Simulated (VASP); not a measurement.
Wanted: the native input for a VASP 6.6.1 run.

| Quantity | Value |
| --- | --- |
| Task | electrostatic potential |
| Functional | PBEsol |
| Potentials or basis | VASP PAW PBE potentials, release 64 (Cu, Au) |
| Cutoff | 520 eV |
| k mesh | 12 × 12 × 12 |
| Occupations | methfessel-paxton, width 0.1 eV |
| Spin | no spin polarisation |
| Further INCAR settings | ALGO = Normal; EDIFF = 1e-07 |

The structure of Cu3Au lies in POSCAR:

```
Cu3Au                                   
1.0
    3.7158552549     -0.0000000000      0.0000000000
    0.0000000000      3.7158552549     -0.0000000000
    0.0000000000      0.0000000000      3.7158552549
  Cu              Au            
     3     1
Direct
     0.0000000000000000    0.5000000000000000    0.5000000000000000
     0.5000000000000000    0.0000000000000000    0.5000000000000000
     0.5000000000000000    0.5000000000000000    0.0000000000000000
     0.0000000000000000    0.0000000000000000    0.0000000000000000
```

The cell was built by a generator and needn't be a form met in nature.

The input as run:

INCAR

```
PREC = Accurate
ENCUT = 520
EDIFF = 1E-7
ISMEAR = 1
SIGMA = 0.1
LREAL = F
LASPH = T
NELM = 80
ALGO = Normal
ISIF = 2
LWAVE = F
LCHARG = T
GGA = PS
LVHAR = T
```

KPOINTS

```
regular mesh
0
Gamma
  12 12 12
```

Potentials or basis: VASP PAW PBE potentials, release 64 (Cu, Au).

The run is started by

```sh
$ cat potpaw_PBE.64/Cu/POTCAR potpaw_PBE.64/Au/POTCAR > POTCAR
$ mpirun -np 1 vasp_std > vasp.out
```

It gave:

```yaml
Pressure: 0.0 GPa
Band_gap_on_the_k_mesh: none (metal or under the smearing width)
```

Caveat: the PAW data sets were made with another functional, which shifts forces and pressure a little.

It took 46 s on 1 thread of Intel(R) Xeon(R) 6975P-C (Granite Rapids), with other jobs on the host, peak memory 0.23 GiB.
